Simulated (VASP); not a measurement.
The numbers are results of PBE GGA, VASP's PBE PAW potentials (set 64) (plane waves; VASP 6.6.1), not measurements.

VASP input:

KPOINTS:
```
K-points
0
gamma
 12 12 10
```

### INCAR
```
# general
SYSTEM =CoPt
PREC   =Accurate
ENCUT  =480
LREAL  =.FALSE.
LASPH  =.TRUE.

# electronic loop
EDIFF  =1E-7
NELM   =100
ALGO   =Normal
LMAXMIX=6

# smearing
ISMEAR =1
SIGMA  =0.1

# functional
GGA    =PE

# spin
ISPIN  =2
MAGMOM =1.9 0.4

# ions
ISIF   =2

# output
LWAVE  =.FALSE.
LCHARG =.FALSE.
LORBIT =10
```

**POSCAR**
```
CoPt
1
    2.6929605561     0.0000000000    -0.0000000000
    0.0000000000     2.6929605561     0.0000000000
   -0.0000000000     0.0000000000     3.7152499215
Co Pt
1 1
Direct
  0.0000000000   0.0000000000   0.0000000000
  0.5000000000   0.5000000000   0.5000000000
```

POTCAR, in this order: Co Pt (PBE.64 set). Program: vasp_std.

The resulting files:

### OSZICAR
```
       N       E                     dE             d eps       ncg     rms          rms(c)
DAV:   1     0.981545737549E+02    0.98155E+02   -0.84018E+03  9560   0.140E+03
DAV:   2    -0.108247914001E+02   -0.10898E+03   -0.10075E+03  9882   0.278E+02
DAV:   3    -0.146775854300E+02   -0.38528E+01   -0.37191E+01 11082   0.633E+01
DAV:   4    -0.147254524040E+02   -0.47867E-01   -0.47834E-01 11142   0.619E+00
DAV:   5    -0.147268795520E+02   -0.14271E-02   -0.14271E-02 11624   0.114E+00    0.165E+01
DAV:   6    -0.166764761048E+02   -0.19496E+01   -0.16619E+01  9784   0.976E+01    0.240E+01
DAV:   7    -0.134220945760E+02    0.32544E+01   -0.10003E+01 11726   0.915E+01    0.799E+00
DAV:   8    -0.133813004092E+02    0.40794E-01   -0.47734E-01 10852   0.994E+00    0.382E+00
DAV:   9    -0.133082403555E+02    0.73060E-01   -0.11948E-01 12862   0.841E+00    0.104E+00
DAV:  10    -0.133082388136E+02    0.15419E-05   -0.16594E-02 13474   0.168E+00    0.465E-01
DAV:  11    -0.133077285995E+02    0.51021E-03   -0.22240E-03 12450   0.117E+00    0.207E-01
DAV:  12    -0.133075561039E+02    0.17250E-03   -0.31066E-04 12830   0.356E-01    0.794E-02
DAV:  13    -0.133075575714E+02   -0.14675E-05   -0.32810E-05 11764   0.963E-02    0.413E-02
DAV:  14    -0.133075439201E+02    0.13651E-04   -0.16521E-05 12862   0.700E-02    0.222E-02
DAV:  15    -0.133075471246E+02   -0.32045E-05   -0.12226E-05 13566   0.363E-02    0.956E-03
DAV:  16    -0.133075466656E+02    0.45899E-06   -0.83907E-07 11622   0.173E-02    0.442E-03
DAV:  17    -0.133075465444E+02    0.12121E-06   -0.21589E-07  5962   0.718E-03    0.128E-03
DAV:  18    -0.133075465608E+02   -0.16329E-07   -0.33697E-08  5040   0.297E-03
   1 F= -.13307547E+02 E0= -.13307414E+02  d E =-.396501E-03  mag=     2.2795
```

OUTCAR:
```
------------------------ aborting loop because EDIFF is reached ----------------------------------------
  FORCE on cell =-STRESS in cart. coord.  units (eV):
  Direction    XX          YY          ZZ          XY          YZ          ZX
  --------------------------------------------------------------------------------------
  Total        0.0610717      0.0610717      0.0107284      0.0000000      0.0000000     -0.0000000
  in kB        3.6316365      3.6316365      0.6379676      0.0000000      0.0000000     -0.0000000
  external PRESSURE =       2.6337469 kB  Pullay stress =       0.0000000 kB
  volume of cell :       26.94
      direct lattice vectors                 reciprocal lattice vectors
     2.692960556  0.000000000  0.000000000     0.371338525  0.000000000  0.000000000
     0.000000000  2.692960556  0.000000000     0.000000000  0.371338525  0.000000000
     0.000000000  0.000000000  3.715249921     0.000000000  0.000000000  0.269160897
 POSITION                                       TOTAL-FORCE (eV/Angst)
 -----------------------------------------------------------------------------------
      0.00000      0.00000      0.00000         0.000000      0.000000      0.000000
      1.34648      1.34648      1.85762         0.000000      0.000000      0.000000
 -----------------------------------------------------------------------------------
    total drift:                               -0.000000      0.000000      0.000000
  FREE ENERGIE OF THE ION-ELECTRON SYSTEM (eV)
  ---------------------------------------------------
  free  energy   TOTEN  =       -13.3075465608 eV

  energy  without entropy=      -13.3071500598  energy(sigma->0) =      -13.30741439

 total charge

# of ion       s       p       d       tot
------------------------------------------
    1        0.409   0.435   7.201   8.045
    2        0.711   0.659   8.037   9.406
--------------------------------------------------
tot          1.119   1.094  15.238  17.451

 magnetization (x)

# of ion       s       p       d       tot
------------------------------------------
    1       -0.000  -0.012   1.916   1.904
    2       -0.013  -0.049   0.454   0.392
--------------------------------------------------
tot         -0.014  -0.061   2.370   2.296
```
(Selected blocks of OUTCAR.)

### OUTCAR
```
 val. band max:       10.4311421946   @ k =   0.4167   0.4167   0.5000

 cond. band min:      10.4381675302   @ k =   0.4167   0.2500   0.1000


 Fermi energy:        10.4360930139

 spin component 1

 k-point     1 :       0.0000    0.0000    0.0000
  band No.  band energies     occupation
      1       0.7884      1.00000
      2       4.1844      1.00000
      3       4.1892      1.00000
      4       7.0857      1.00000
      5       7.0857      1.00000
      6       7.5073      1.00000
      7       8.4475      1.00000
      8       8.7755      1.00000
      9       9.9693      1.00000
     10      10.0065      1.00000
     11      10.0065      1.00000
     12      12.6945      0.00000
     13      20.1490      0.00000
     14      22.4453      0.00000

 k-point     2 :       0.0833    0.0000    0.0000
  band No.  band energies     occupation
      1       0.9737      1.00000
      2       4.2536      1.00000
      3       4.3483      1.00000
      4       7.0051      1.00000
      5       7.1361      1.00000
      6       7.5530      1.00000
      7       8.4062      1.00000
      8       8.7742      1.00000
      9       9.4677      1.00000
     10       9.8033      1.00000
     11       9.9626      1.00000
     12      13.4112      0.00000
     13      19.9917      0.00000
     14      21.5314      0.00000

 k-point     3 :       0.1667    0.0000    0.0000
  band No.  band energies     occupation
      1       1.4999      1.00000
      2       4.4478      1.00000
      3       4.8051      1.00000
      4       6.7664      1.00000
      5       7.2831      1.00000
      6       7.6575      1.00000
      7       8.2937      1.00000
      8       8.5851      1.00000
      9       8.8022      1.00000
     10       9.3820      1.00000
     11       9.8329      1.00000
     12      14.8447      0.00000
     13      18.8168      0.00000
     14      20.5623      0.00000

...
```

Unless said otherwise, spin-orbit coupling is left out, though it shifts the bands of the heavy elements here.

The compound is CoPt in the L1_0 structure. It was relaxed first.
